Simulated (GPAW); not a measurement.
The system is Si.

```
CELL_PARAMETERS angstrom
0.00000 2.72185 2.72185
2.72185 0.00000 2.72185
2.72185 2.72185 0.00000
ATOMIC_POSITIONS crystal
Si 0.50000 0.50000 0.50000
Si 0.75000 0.75000 0.75000
```

```yaml
Program: GPAW 26.7.0
Task: relaxation of cell and atoms
Functional: BLYP
Potentials_or_basis: PAW data sets generated in the run's folder for this functional
Cutoff: 600 eV
Basis: pw
k_mesh: 8 × 8 × 8
Occupations: fermi-dirac, width 0.05 eV
Spin: no spin polarisation
```

At the start: pressure 4.4 GPa; volume 20.16 Å³/atom.

Problem. How do energy, volume and symmetry change on relaxing?

Solution. Over 4 steps the energy falls by 13.5 meV/atom and the volume is 21.19 Å³/atom (+5.1 %); space group Fd-3m (No. 227, to 0.05 Å).

The path:
| step | energy change (eV) | largest force (eV/Å) | pressure (GPa) | volume (Å³) |
| --- | --- | --- | --- | --- |
| 1 | 0.0000 | 0.0000 | 4.38 | 40.33 |
| 2 | -0.0114 | 0.0000 | 3.25 | 40.81 |
| 3 | -0.0269 | 0.0000 | 0.18 | 42.29 |
| 4 | -0.0269 | 0.0000 | 0.01 | 42.38 |

Final structure:
```xyz
2
Lattice="0.0000 2.7673 2.7673 2.7673 0.0000 2.7673 2.7673 2.7673 0.0000" Properties=species:S:1:pos:R:3 pbc="T T T"
Si    2.7673    2.7673    2.7673
Si    4.1509    4.1509    4.1509
```

Caveat: later steps reuse the first step's grids.
